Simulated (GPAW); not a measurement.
Runs of GPAW 26.7.0 on TaN. The structure is hexagonal, space group P-6m2 (No. 187). The conventional cell has a = 2.938 Å, b = 2.938 Å, c = 2.883 Å, α = 90.00°, β = 90.00°, γ = 120.00°. Ta (site symmetry -6m2) is surrounded by 6 N at 2.23 Å. N (site symmetry -6m2) has 6 Ta at 2.23 Å as nearest neighbours. 

| level | gap on the mesh (eV) | pressure (GPa) | relaxed volume (Å³/atom) |
| --- | --- | --- | --- |
| PBEsol+D3(BJ) | none | -0.1 | 10.42 |
| PBEsol+D3 | none | 0.0 | (b) |
| PBEsol+D4 | none | 0.0 | (a) |
| PBEsol+D3(BJ)+ATM | none | -0.1 | 10.47 |
| PBEsol | none | 0.0 | 10.62 |

Alike in all rows: task relaxation of cell and atoms; potentials or basis PAW data sets generated in the run's folder for this functional, pw; no spin polarisation; cell relaxed; k mesh 9 × 9 × 8; cutoff (eV) 800; smearing fermi-dirac 0.05 eV.

**Question.** Fill in the values left out.

**Answer.** (a) 10.54; (b) 10.50.

Caveats: later steps reuse the first step's grids; pairwise dispersion overbinds metals, which lowers pressure and volume (some runs).

A k mesh can miss the band edges, and the runs leave out spin-orbit coupling on Ta.

A gap of «none» marks a metal or a gap under the smearing width.

Runs at the PBE level aren't shown here.
